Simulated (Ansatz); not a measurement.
Crystal: SnO.

```
Sn O
1.0
     3.81370    0.00000    0.00000
     0.00000    3.81370    0.00000
     0.00000    0.00000    4.88691
Sn O
2 2
Direct
  0.50000 0.00000 0.76463
  0.00000 0.50000 0.23537
  0.00000 0.00000 0.00000
  0.50000 0.50000 0.00000
```

The cell is a database's computed one.

Base run:

* Program: Ansatz 0.2.0
* Functional: PBE
* Potentials or basis: all-electron LAPW, scalar-relativistic
* Cutoff: 318 eV
* Density cutoff: 1274 eV
* Basis error allowed: 0.002 eV/atom
* k mesh: 7 × 7 × 6
* Occupations: fermi-dirac, width 0.05 eV
* Spin: no spin polarisation

Its results: band gap on the k mesh 0.37 eV, indirect (least direct gap 2.08 eV); pressure 3.6 GPa; largest force 0.367 eV/Å.

Problem. The run is repeated on the same cell with these changes: k mesh from 7 × 7 × 6 to 4 × 4 × 4; occupations from fermi-dirac, width 0.05 eV to fermi-dirac, width 0.03 eV. What comes out?

Solution. Band gap on the k mesh 0.15 eV, indirect (least direct gap 2.05 eV); pressure 3.6 GPa; largest force 0.377 eV/Å.

Caveats: spin-orbit coupling is left out, which moves the levels of the heavy elements; the mesh misses the band edges, which the band path finds closer together (some runs).

Not every run made on this cell is shown here.
